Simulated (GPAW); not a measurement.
# CdTe (F-43m) in GPAW: a series of runs

One crystal, CdTe, is run at these levels: PBE, BHandHLYP; tasks: single point.

Everything below comes from runs of GPAW 26.7.0. Logs are shortened: lines on timing, memory, paths and dates and some standing lists are left out, and cuts for length are marked. The log counts tension as positive stress, the text compression.

**Experimental background.**

A printed reference work, data compilation reports, for a bulk crystal of CdTe at 0 K: band gap 1.607 eV.

How close the calculation comes is told below.

## Step 1: The structure

The structure is cubic, space group F-43m (No. 216). Conventional cell: a = 6.410 Å, b = 6.410 Å, c = 6.410 Å, α = 90.00°, β = 90.00°, γ = 90.00°. Around Te (site symmetry -43m) lie 4 Cd at 2.78 Å. Around Cd (site symmetry -43m) lie 4 Te at 2.78 Å.

## Step 2: Single point, PBE

The input, run.py:

```python
from ase import Atoms
from ase.dft.bandgap import bandgap
from ase.io import write
from ase.units import GPa
from gpaw import GPAW, PW

atoms = Atoms(['Te', 'Cd'],
              cell=[[0.0, 3.205, 3.205],
                    [3.205, 0.0, 3.205],
                    [3.205, 3.205, 0.0]],
              scaled_positions=[[0.75, 0.75, 0.75],
                                [0.0, 0.0, 0.0]],
              pbc=True)

calc = GPAW(mode=PW(450),
            xc='PBE',
            kpts={'size': (6, 6, 6), 'gamma': True},
            occupations={'name': 'fermi-dirac', 'width': 0.05},
            nbands=18,
            maxiter=120,
            txt='gpaw.txt')
atoms.calc = calc
energy = atoms.get_potential_energy()
forces = atoms.get_forces()
stress = atoms.get_stress()
calc.write('gs.gpw')
write('result.traj', atoms)
print(f'Energy: {energy:.6f} eV')
print('Forces (eV/A):')
print(forces.round(4))
print('Stress (GPa):', (stress / GPa).round(3))
print('Fermi level:', round(calc.get_fermi_level(), 4), 'eV')
print(f'Gap: {bandgap(calc)[0]:.4f} eV, direct: {bandgap(calc, direct=True)[0]:.4f} eV')
```

Potentials or basis: GPAW PAW data sets (gpaw-data 1.2.1), pw.

Command:

```sh
OMP_NUM_THREADS=1 python run.py
```

gpaw.txt:

```text
__  _  _
 | _ |_)|_||  |
 |__||  | ||/\| - 26.7.0

Input parameters:
  mode=PW(ecut=450.00000000000006),
  kpts=MonkhorstPack(size=(6, 6, 6), gamma=True),
  maxiter=120,
  nbands=18,
  occupations=Occupations(name='fermi-dirac', width=0.05),
  xc=XC(name='PBE')

Diagonalizing LCAO Hamiltonian
Converting LCAO to pw mode

                      Te

       Cd

Atoms  # Å, Bohr magnetons
|   | symbol |        x |        y |        z |    initial magnetic moments |
|---|--------|----------|----------|----------|-----------------------------|
| 0 |     Te | 4.807500 | 4.807500 | 4.807500 | ( 0.0000,  0.0000,  0.0000) |
| 1 |     Cd | 0.000000 | 0.000000 | 0.000000 | ( 0.0000,  0.0000,  0.0000) |

Unit cell  # Å
| periodic |        x |        y |        z |  lengths |    angles |
|----------|----------|----------|----------|----------|-----------|
|      yes | 0.000000 | 3.205000 | 3.205000 | 4.532554 | 60.000000 |
|      yes | 3.205000 | 0.000000 | 3.205000 | 4.532554 | 60.000000 |
|      yes | 3.205000 | 3.205000 | 0.000000 | 4.532554 | 60.000000 |

Number of symmetries: 24
Symmetry operations  # r_c * U_cc + t_c -> r_c
|    | kind |            matrix            |
|----|------|------------------------------|
|  0 |  E   |  1, 0, 0,  0, 1, 0,  0, 0, 1 |
|  1 |  σ   |  1, 0, 0,  0, 0, 1,  0, 1, 0 |
|  2 |  σ   |  1, 0,-1,  0, 1,-1,  0, 0,-1 |
|  3 |  C3  |  1, 0,-1,  0, 0,-1,  0, 1,-1 |
|  4 |  C3  |  1,-1, 0,  0,-1, 1,  0,-1, 0 |
|  5 |  σ   |  1,-1, 0,  0,-1, 0,  0,-1, 1 |
|  6 |  σ   |  0, 1, 0,  1, 0, 0,  0, 0, 1 |
|  7 |  C3  |  0, 1, 0,  0, 0, 1,  1, 0, 0 |
|  8 |  C2  |  0, 1,-1,  1, 0,-1,  0, 0,-1 |
|  9 |  S4  |  0, 1,-1,  0, 0,-1,  1, 0,-1 |
| 10 |  C3  |  0, 0, 1,  1, 0, 0,  0, 1, 0 |
| 11 |  σ   |  0, 0, 1,  0, 1, 0,  1, 0, 0 |
| 12 |  S4  |  0, 0,-1,  1, 0,-1,  0, 1,-1 |
| 13 |  C3  |  0, 0,-1,  0, 1,-1,  1, 0,-1 |
| 14 |  S4  |  0,-1, 1,  1,-1, 0,  0,-1, 0 |
| 15 |  C2  |  0,-1, 1,  0,-1, 0,  1,-1, 0 |
| 16 |  C3  |  0,-1, 0,  1,-1, 0,  0,-1, 1 |
| 17 |  S4  |  0,-1, 0,  0,-1, 1,  1,-1, 0 |
| 18 |  S4  | -1, 1, 0, -1, 0, 1, -1, 0, 0 |
| 19 |  C3  | -1, 1, 0, -1, 0, 0, -1, 0, 1 |
| 20 |  C3  | -1, 0, 1, -1, 1, 0, -1, 0, 0 |
| 21 |  S4  | -1, 0, 1, -1, 0, 0, -1, 1, 0 |
| 22 |  σ   | -1, 0, 0, -1, 1, 0, -1, 0, 1 |
| 23 |  C2  | -1, 0, 0, -1, 0, 1, -1, 1, 0 |

BZ-sampling:
  Number of BZ points: 216
  Number of IBZ points: 16

  Monkhorst-Pack size: [6, 6, 6]
  Monkhorst-Pack shift: [0.08333333333333333, 0.08333333333333333, 0.08333333333333333]

K-points  # in reciprocal-cell coordinates
|     |                                coordinates |     weight |
|-----|--------------------------------------------|------------|
|   0 | (  0.00000000,   0.00000000,   0.00000000) | 0.00462963 |
|   1 | (  0.16666667,   0.16666667,   0.00000000) | 0.02777778 |
|   2 | (  0.16666667,   0.16666667,   0.16666667) | 0.03703704 |
|   3 | (  0.33333333,   0.16666667,   0.16666667) | 0.05555556 |
|   4 | (  0.33333333,   0.33333333,  -0.33333333) | 0.05555556 |
|   5 | (  0.33333333,   0.33333333,   0.00000000) | 0.02777778 |
|   6 | (  0.33333333,   0.33333333,   0.16666667) | 0.11111111 |
|   7 | (  0.33333333,   0.33333333,   0.33333333) | 0.03703704 |
|   8 | (  0.50000000,   0.33333333,  -0.33333333) | 0.11111111 |
|   9 | (  0.50000000,   0.33333333,  -0.16666667) | 0.05555556 |
| ... |                                            |            |
|  15 | (  0.50000000,   0.50000000,   0.50000000) | 0.01851852 |

Plane wave coefficients: 1458
Cutoff: 450.00000000000006 eV

Spin-components: 1 (collinear spins)
Bands:           18
Projectors:      11
Spin-degeneracy: 2
Datatype:        complex128

Parallelization:
  kpt:    1
  domain: 1
  band:   1

Density:
  Valence electrons: 18.0
  Components: 1
  Grid points: [24 24 24]
  Charge: 0.0  # |e|

Potential:
  Grid points: [24 24 24]

species:
  Te:
    name:    Tellurium
    Z:       52.0
    valence: 6
    core:    46
    charge:  0.0  # [|e|]
    compensation charges:
      type: gauss
      rc: 0.36  # [Å]
      lmax: 2
    cutoffs:
      filter: 2.09  # [Å]
      core: 3.17  # [Å]
    projectors
    | kind |    occ | energy [eV] | rcut [Å] |
    |------|--------|-------------|----------|
    |   5s |  2.000 |     -15.089 |    1.180 |
    |   5p |  4.000 |      -5.955 |    1.196 |
    |    s |        |      12.123 |    1.180 |
    |    p |        |      21.256 |    1.196 |
    |    d |        |       0.000 |    1.238 |

    Using partial waves for Te as LCAO basis

  Cd:
    name:    Cadmium
    Z:       48.0
    valence: 12
    core:    36
    charge:  0.0  # [|e|]
    compensation charges:
      type: gauss
      rc: 0.38  # [Å]
      lmax: 2
    cutoffs:
      filter: 2.12  # [Å]
      core: 2.62  # [Å]
    projectors
    | kind |    occ | energy [eV] | rcut [Å] |
    |------|--------|-------------|----------|
    |   5s |  2.000 |      -5.655 |    1.191 |
    |   5p |  0.000 |      -1.186 |    1.228 |
    |   4d | 10.000 |     -11.739 |    1.164 |
    |    s |        |      21.556 |    1.191 |
    |    p |        |      26.026 |    1.228 |
    |    d |        |      15.473 |    1.164 |

    Using partial waves for Cd as LCAO basis

Reference energy: -336963.801770  # eV

eigensolver:
  PPCG
  Converge bands: occupied
  niter=2

density mixing:
  MSR1-Mixer
  Pratt-step length: 0.05
  Maximum mixing coefficient: 0.75
  Old densities: 10
  SVD Regularization: 0.005
  Good broyden scale: 1.0
  Trust region scale: 1.0
  Backstep threshold: 4.0
  History deletion threshold: 6.0
  Fourier metric: weight=20.0, sigma=0.015

occupation numbers:
  Fermi-Dirac:
    width: 0.0500  # eV

poisson solver:
  ecut: 3600.0000000000005  # eV

xc functional:
  name: PBE with 2 nearest neighbor stencil

convergence criteria:
- Maximum [total energy] change in last 3 cyles: 0.0005 eV / valence electron
- Maximum integral of absolute [dens]ity change: 0.0001 electrons / valence electron
- Maximum integral of absolute [eigenst]ate change: 4e-08 eV^2 / valence electron
maximum number of iterations: 120

SCF iterations
|iter     | |      energy | eigst |  dens |
|---------|-|-------------|-------|-------|
|iter:   1| |   -5.186472 | -0.44 |       |
|iter:   2| |   -5.142220 | -2.39 | -1.25 |
|iter:   3| |   -4.971438 | -1.78 | -1.30 |
|iter:   4| |   -4.970334 | -3.36 | -1.79 |
|iter:   5| |   -4.969964c| -3.85 | -2.24 |
|iter:   6| |   -4.970002c| -5.50 | -2.95 |
|iter:   7| |   -4.970006c| -6.70 | -3.56 |
|iter:   8| |   -4.970006c| -7.90c| -4.47c|

Converged in 8 steps
Energy contributions relative to reference atoms: (reference = -336963.801770)

Energy contributions:
  Kinetic:          22.406933
  Coulomb:         -20.253665
  Zero:              0.295174
  External:          0.000000
  Xc:               -7.418447
  Entropy:          -0.000003
  Spinorbit:         0.000000
  ----------------------------
  Free energy:      -4.970007
  Extrapolated:     -4.970006

dipole moment: (-16.506145, -16.506145, -16.506145)  # |e|*Ang

Fermi level: 4.554
Eigenvalues  # (at kpt = [0.000, 0.000, 0.000])
| band index |      eig [eV] | occ [0-2] |
|------------|---------------|-----------|
|          0 |        -7.266 |     2.000 |
|          1 |        -4.270 |     2.000 |
|          2 |        -4.270 |     2.000 |
|          3 |        -4.270 |     2.000 |
|          4 |        -3.982 |     2.000 |
|          5 |        -3.982 |     2.000 |
[... 10 lines left out ...]
|         16 |        14.189 |     0.000 |
|         17 |        14.189 |     0.000 |

Gap: 0.868 eV
Transition (v -> c):
  (s=0, k=0, n=8, [0.00, 0.00, 0.00]) -> (s=0, k=0, n=9, [0.00, 0.00, 0.00])
No difference between direct/indirect transitions

Forces  # eV/Ang
|        x |        y |       z |
|----------|----------|---------|
|  0.00000 | -0.00000 | 0.00000 |  # Te   0
| -0.00000 | -0.00000 | 0.00000 |  # Cd   1

Stress tensor  # eV/Ang^3
|         x |         y |         z |
|-----------|-----------|-----------|
| -0.019871 |  0.000000 |  0.000000 |
|  0.000000 | -0.019871 |  0.000000 |
|  0.000000 |  0.000000 | -0.019871 |

# Writing to gs.gpw (mode='')
```

It took 17 s on 1 thread of Intel Xeon at 2.70GHz, shared host; peak memory 0.15 GiB.

What came out:

* Free energy: -4.9700 eV
* Pressure: 3.2 GPa
* Band gap on the k mesh: 0.87 eV, direct

Levels at points of the mesh, in eV from the valence-band top:
| k point | band 5 | band 6 | band 7 | band 8 | band 9 | band 10 | band 11 | band 12 | band 13 | band 14 |
| --- | --- | --- | --- | --- | --- | --- | --- | --- | --- | --- |
| (0.00, 0.00, 0.00) | -8.07 | -8.07 | 0.00 | 0.00 | 0.00 | 0.87 | 4.57 | 4.57 | 4.57 | 7.51 |
| (0.50, 0.50, 0.00) | -8.04 | -7.54 | -4.47 | -1.99 | -1.99 | 2.54 | 2.67 | 9.00 | 9.30 | 9.30 |
| (0.50, 0.50, 0.50) | -8.06 | -7.69 | -4.62 | -0.83 | -0.83 | 1.85 | 5.18 | 5.18 | 7.09 | 8.77 |

Caveat: the cutoff is short for stress and forces, so pressures can be off by a GPa or more; spin-orbit coupling is left out, which moves the levels of the heavy elements.

## Step 3: Single point, BHandHLYP

The input, run.py:

```python
from ase import Atoms
from ase.dft.bandgap import bandgap
from ase.io import write
from gpaw import GPAW, PW

atoms = Atoms(['Te', 'Cd'],
              cell=[[0.0, 3.205, 3.205],
                    [3.205, 0.0, 3.205],
                    [3.205, 3.205, 0.0]],
              scaled_positions=[[0.75, 0.75, 0.75],
                                [0.0, 0.0, 0.0]],
              pbc=True)

calc = GPAW(mode=PW(450),
            xc={'name': 'HYB_GGA_XC_BHANDHLYP', 'fraction': 0.5, 'omega': 0.0, 'backend': 'pw'},
            kpts={'size': (4, 4, 4), 'gamma': True},
            occupations={'name': 'fermi-dirac', 'width': 0.05},
            nbands=14,
            convergence={'density': 1e-05, 'energy': 1e-05},
            maxiter=60,
            txt='gpaw.txt')
atoms.calc = calc
energy = atoms.get_potential_energy()
calc.write('gs.gpw')
write('result.traj', atoms)
print(f'Energy: {energy:.6f} eV')
print('Fermi level:', round(calc.get_fermi_level(), 4), 'eV')
print(f'Gap: {bandgap(calc)[0]:.4f} eV, direct: {bandgap(calc, direct=True)[0]:.4f} eV')
```

Potentials or basis: GPAW PAW data sets (gpaw-data 1.2.1), pw.

Command:

```sh
OMP_NUM_THREADS=1 python run.py
```

gpaw.txt:

```text
__  _  _
 | _ |_)|_||  |
 |__||  | ||/\| - 26.7.0

Input parameters:
  mode=PW(ecut=450.00000000000006),
  convergence={'density': 1e-05, 'energy': 1e-05},
  kpts=MonkhorstPack(size=(4, 4, 4), gamma=True),
  maxiter=60,
  nbands=14,
  occupations=Occupations(name='fermi-dirac', width=0.05),
  xc=XC(name='HYB_GGA_XC_BHANDHLYP', fraction=0.5, omega=0.0, backend='pw')

Diagonalizing LCAO Hamiltonian
Converting LCAO to pw mode

                      Te

       Cd

Atoms  # Å, Bohr magnetons
|   | symbol |        x |        y |        z |    initial magnetic moments |
|---|--------|----------|----------|----------|-----------------------------|
| 0 |     Te | 4.807500 | 4.807500 | 4.807500 | ( 0.0000,  0.0000,  0.0000) |
| 1 |     Cd | 0.000000 | 0.000000 | 0.000000 | ( 0.0000,  0.0000,  0.0000) |

Unit cell  # Å
| periodic |        x |        y |        z |  lengths |    angles |
|----------|----------|----------|----------|----------|-----------|
|      yes | 0.000000 | 3.205000 | 3.205000 | 4.532554 | 60.000000 |
|      yes | 3.205000 | 0.000000 | 3.205000 | 4.532554 | 60.000000 |
|      yes | 3.205000 | 3.205000 | 0.000000 | 4.532554 | 60.000000 |

Number of symmetries: 24
Symmetry operations  # r_c * U_cc + t_c -> r_c
|    | kind |            matrix            |
|----|------|------------------------------|
|  0 |  E   |  1, 0, 0,  0, 1, 0,  0, 0, 1 |
|  1 |  σ   |  1, 0, 0,  0, 0, 1,  0, 1, 0 |
|  2 |  σ   |  1, 0,-1,  0, 1,-1,  0, 0,-1 |
|  3 |  C3  |  1, 0,-1,  0, 0,-1,  0, 1,-1 |
|  4 |  C3  |  1,-1, 0,  0,-1, 1,  0,-1, 0 |
[... 149 lines left out ...]
SCF iterations
|iter     | |      energy | eigst |  dens |
|---------|-|-------------|-------|-------|
|iter:   1| |-4447.185995 | +0.12 |       |
|iter:   2| |  -30.391684 | -0.31 | -0.66 |
|iter:   3| |  -31.767623 | -1.02 | -1.00 |
|iter:   4| |  -31.671071 | -2.07 | -1.18 |
|iter:   5| |  -31.682733 | -2.09 | -1.42 |
|iter:   6| |  -31.690396 | -3.45 | -1.66 |
|iter:   7| |  -31.684382 | -2.84 | -1.88 |
|iter:   8| |  -31.681289 | -3.84 | -2.33 |
|iter:   9| |  -31.680901 | -3.71 | -2.70 |
|iter:  10| |  -31.680785 | -5.31 | -2.61 |
|iter:  11| |  -31.680660 | -4.90 | -2.78 |
|iter:  12| |  -31.680665c| -5.73 | -3.10 |
|iter:  13| |  -31.680583c| -5.14 | -3.29 |
|iter:  14| |  -31.680594c| -5.80 | -3.83 |
|iter:  15| |  -31.680593c| -7.71c| -4.09 |
|iter:  16| |  -31.680593c| -7.72c| -4.51 |
|iter:  17| |  -31.680593c| -8.41c| -5.25c|

Converged in 17 steps
Energy contributions relative to reference atoms: (reference = -336963.801770)

Energy contributions:
  Kinetic:          23.082917
  Coulomb:         -18.311653
  Zero:             -0.747726
  External:          0.000000
  Xc:             4396.069663
  Entropy:          -0.000000
  Spinorbit:         0.000000
  Hybrid_Xc_Cc:     -4258.462894
  Hybrid_Xc_Vc:       -84.504916
  Hybrid_Xc_Vv:       -88.805985
  ----------------------------
  Free energy:     -31.680593
  Extrapolated:    -31.680593

dipole moment: (-16.356940, -16.356940, -16.356940)  # |e|*Ang

Fermi level: 4.461
Eigenvalues  # (at kpt = [0.000, 0.000, 0.000])
| band index |      eig [eV] | occ [0-2] |
|------------|---------------|-----------|
|          0 |       -10.771 |     2.000 |
|          1 |        -8.409 |     2.000 |
|          2 |        -8.409 |     2.000 |
|          3 |        -8.409 |     2.000 |
|          4 |        -8.112 |     2.000 |
|          5 |        -8.112 |     2.000 |
|          6 |         2.776 |     2.000 |
|          7 |         2.776 |     2.000 |
|          8 |         2.776 |     2.000 |
|          9 |         6.715 |     0.000 |
|         10 |        10.544 |     0.000 |
|         11 |        10.544 |     0.000 |
|         12 |        10.544 |     0.000 |
|         13 |        13.893 |     0.000 |

Gap: 3.939 eV
Transition (v -> c):
  (s=0, k=0, n=8, [0.00, 0.00, 0.00]) -> (s=0, k=0, n=9, [0.00, 0.00, 0.00])
No difference between direct/indirect transitions
# Writing to gs.gpw (mode='')
```

It took 39 min on 1 thread of Intel Xeon Platinum 8488C (Sapphire Rapids), shared host; peak memory 0.41 GiB.

Results:

- Free energy: -31.6806 eV
- Band gap on the k mesh: 3.94 eV, direct

Caveat: the k mesh is coarse (spacing up to 0.42 Å⁻¹), so the values aren't converged, least of all with exact exchange; exact exchange converges slowly with the k mesh, and this mesh is small; the PAW data sets were made with another functional, which shifts forces and pressure a little; spin-orbit coupling is left out, which moves the levels of the heavy elements.

## Step 4: Comparison with measurements

Step 2. A measured gap of CdTe is 1.607 eV (0 K; a printed reference work, data compilation); the calculated 0.87 eV misses it by -0.74 eV. Spin-orbit coupling on Cd, Te is left out. The value is that of PBE, without temperature or zero-point motion. Semilocal functionals fall short of measured gaps as a rule.
